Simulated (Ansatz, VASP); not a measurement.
One calculation of W, two programs

```
W
1.0
    -1.57912    1.57912    1.57912
     1.57912   -1.57912    1.57912
     1.57912    1.57912   -1.57912
W
1
Direct
  0.00000 0.00000 0.00000
```

Alike in both runs: functional PBE; k mesh 15 × 15 × 15; occupations methfessel-paxton of order 1, width 0.05 eV; no spin polarisation.

Ansatz relaxed the structure, and its values are those at the end. VASP's run is a single point on that final structure, the one shown.

|  | VASP | Ansatz |
| --- | --- | --- |
| version | VASP 6.6.1 | Ansatz 0.2.0 |
| potentials or method | VASP PAW PBE potentials, release 64 (W_sv) | plane waves, PAW |
| plane-wave cutoff (eV) | 520 | 420 |
| valence electrons in the cell | 14 | 14 |

|  | VASP | Ansatz | Ansatz less VASP |
| --- | --- | --- | --- |
| pressure (GPa) | 8.5 | 8.0 | -0.57 |

The functional is the same, so the differences come from potentials, cutoffs and numerics.

Spin-orbit coupling is left out, which matters for the levels of W.
